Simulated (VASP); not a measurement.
Crystal: N.

```
CELL_PARAMETERS angstrom
4.08406 0.00000 0.00000
0.00000 4.08406 0.00000
0.00000 0.00000 5.34591
ATOMIC_POSITIONS crystal
N 0.40428 0.59572 0.50000
N 0.09572 0.09572 0.00000
N 0.59572 0.40428 0.50000
N 0.90428 0.90428 0.00000
```

- Program: VASP 6.6.1
- Task: single point
- Functional: PBE
- Potentials or basis: VASP PAW PBE potentials, release 64 (N)
- Cutoff: 520 eV
- k mesh: 7 × 7 × 5
- Occupations: fermi-dirac, width 0.05 eV
- Spin: no spin polarisation

On this cell: pressure 1.8 GPa; largest force 1.072 eV/Å; band gap on the k mesh 6.90 eV, indirect (least direct gap 7.08 eV).

The same run follows on a disturbed copy (atoms moved at random, drawn with an rms of 0.05 Å):

```
N
1.0
     4.08406    0.00000    0.00000
     0.00000    4.08406    0.00000
     0.00000    0.00000    5.34591
N
4
Direct
  0.41863 0.59603 0.50218
  0.09344 0.09191 0.99312
  0.60391 0.39496 0.49785
  0.91135 0.90198 0.99465
```

Task: What changes?

Result: The energy moves by +28.9 meV/atom; pressure 4.2 GPa; largest force 6.678 eV/Å; band gap on the k mesh 6.96 eV, indirect (least direct gap 7.14 eV).

Forces on the atoms (eV/Å):
```
N    0.422 -0.476 -0.020
N    4.626  4.816 -0.044
N   -0.427  0.477  0.008
N   -4.621 -4.816  0.057
```

Stress tensor (GPa, compression positive):
```
 5.85  7.06 -0.06
 7.06  6.32 -0.09
-0.06 -0.09  0.34
```

Caveats: the standard files for N, O and F lose accuracy on very short bonds; an odd mesh through Γ misses points on the zone boundary, where band edges often lie; forces of over 1 eV/Å show positions far from the minimum, so gaps and moduli don't describe the material at rest (some runs).
